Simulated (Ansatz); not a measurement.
**MgTe: deformation potentials from a series**

```
CELL_PARAMETERS angstrom
4.54000 0.00000 0.00000
-2.27000 3.93176 0.00000
0.00000 0.00000 7.39500
ATOMIC_POSITIONS crystal
Mg 0.33333 0.66667 0.00000
Mg 0.66667 0.33333 0.50000
Te 0.33333 0.66667 0.37000
Te 0.66667 0.33333 0.87000
```

Atom numbers follow the list: Mg1, Mg2, Te3, Te4.

The cell is COD entry 1538744, as deposited and not checked against the literature; nothing was relaxed.

No spin–orbit coupling, which matters for the heavy atoms here.

These are results of DFT, PBEsol, all-electron LAPW, scalar-relativistic in Ansatz 0.2.0, not measurements.

Numerical set-up: a Γ-centred 10×10×6 k mesh, Fermi–Dirac smearing of 0.05 eV, basis error target 1 meV/atom, no spin polarisation.

The strain is applied along the Cartesian axes of the cell as listed (the other components stay zero). Fractional coordinates are held (clamped ions).

Only quantities that a quadratic follows smoothly over the whole series are listed; rougher ones are left out.

| εzz | direct gap at Γ (eV) |
| --- | --- |
| -0.0200 | 2.540 |
| -0.0100 | 2.479 |
| 0.0000 | 2.418 |
| 0.0200 | 2.292 |

(1) Fit the series and give the slopes at zero strain.

(2) One run, at εzz = 0.0100, is withheld. Predict its row.

Results:

(1) Least-squares fits y = p0 + p1 x + p2 x² to the rows give direct gap at Γ (eV): p1 = -6.2, p2 = -4.5.

(2) The fits give 2.355; the run gave 2.355.
